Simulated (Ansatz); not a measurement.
Crystal: KBr.

```
CELL_PARAMETERS angstrom
0.00000 3.30000 3.30000
3.30000 0.00000 3.30000
3.30000 3.30000 0.00000
ATOMIC_POSITIONS crystal
Br 0.50000 0.50000 0.50000
K 0.00000 0.00000 0.00000
```

Base run:

- Program: Ansatz 0.2.0
- Functional: PBE0
- Potentials or basis: all-electron PAW datasets made for the crystal
- Cutoff: 220 eV (chosen from the basis error)
- k mesh: 6 × 6 × 6
- Occupations: fermi-dirac, width 0.05 eV
- Spin: no spin polarisation

Its results: band gap on the k mesh 6.32 eV, direct; pressure 0.4 GPa.

Q: The run is repeated on the same cell with these changes: functional from PBE0 to HSE06. What comes out?

A: Band gap on the k mesh 5.60 eV, direct; pressure 0.5 GPa.

